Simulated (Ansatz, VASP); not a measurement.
# SnO2: VASP beside Ansatz

POSCAR

```
SnO2
1.0
    0.0000000000      2.5714689762      2.5259808189
    2.5714689762      0.0000000000      2.5259808189
    2.5714689762      2.5714689762      0.0000000000
Sn O
1 2
Direct
    0.0000000000      0.0000000000      0.0000000000
    0.2500000000      0.2500000000      0.2500000000
    0.7500000000      0.7500000000      0.7500000000
```

Contents of INCAR.step1:

```
SYSTEM = SnO2
ALGO = Normal
EDIFF = 1E-4
ENCUT = 520
GGA = PE
ISMEAR = -1
LASPH = .True.
LCHARG = .False.
LREAL = .False.
LWAVE = .True.
NBANDS = 20
NELM = 100
PREC = Accurate
SIGMA = 0.02
```

Contents of INCAR.step2:

```
SYSTEM = SnO2
ALGO = Normal
EDIFF = 1E-6
ENCUT = 520
ISIF = 2
ISMEAR = -1
ISTART = 1
LASPH = .True.
LCHARG = .False.
LMIXTAU = .True.
LREAL = .False.
LWAVE = .False.
METAGGA = R2SCAN
NBANDS = 20
NELM = 100
PREC = Accurate
SIGMA = 0.02
```

Contents of KPOINTS:

```
k-points
0
Gamma
  8 8 8
  0 0 0
```

Input for Ansatz:

```yaml
crystal:
  lattice:
    - [0.0, 2.5714689762, 2.5259808189]
    - [2.5714689762, 0.0, 2.5259808189]
    - [2.5714689762, 2.5714689762, 0.0]
  atoms:
    - { symbol: Sn, position: [0.0, 0.0, 0.0] }
    - { symbol: O, position: [0.25, 0.25, 0.25] }
    - { symbol: O, position: [0.75, 0.75, 0.75] }
kpoints:
  mp_grid: { grid: [8, 8, 8] }
  band_path:
    path:
      - [0.0, 0.0, 0.0]
      - [0.5, 0.0, 0.5]
      - [0.625, 0.25, 0.625]
      - [0.375, 0.375, 0.75]
      - [0.5, 0.5, 0.5]
      - [0.5, 0.25, 0.75]
      - [0.283854, -0.5, -0.216146]
    npoints: 1
hamiltonian:
  xc: r2scan
scf:
  occupations: { method: fermi_dirac, width: 0.02 }
  n_extra_bands: 4
output:
  forces: true
  stress: true
  eigenvalues: true
  write_density: true
  write_potential: true
  elf: true
  volumetric_format: npy
```

Change from the starting cell: epitaxial_xy strain +1.5%.

Alike in both runs: task single point; functional r2SCAN; k mesh 8 × 8 × 8; occupations fermi-dirac, width 0.02 eV; no spin polarisation.

|  | VASP | Ansatz |
| --- | --- | --- |
| version | VASP 6.6.1 | Ansatz 0.2.0 |
| potentials or method | VASP PAW PBE potentials, release 64 (Sn_d, O) | plane waves, PAW |
| plane-wave cutoff (eV) | 520 | 500 |
| valence electrons in the cell | 26 | 26 |

```csv
,VASP,Ansatz,Ansatz less VASP
pressure (GPa),-4.5,-5.7,-1.21
largest component of the traceless stress (GPa),5.63,5.64,+0.009
```

Caveats: the PAW data sets were made with another functional, which shifts forces and pressure a little (VASP); spin-orbit coupling is left out, which moves the levels of the heavy elements. A k mesh can miss the band edges.
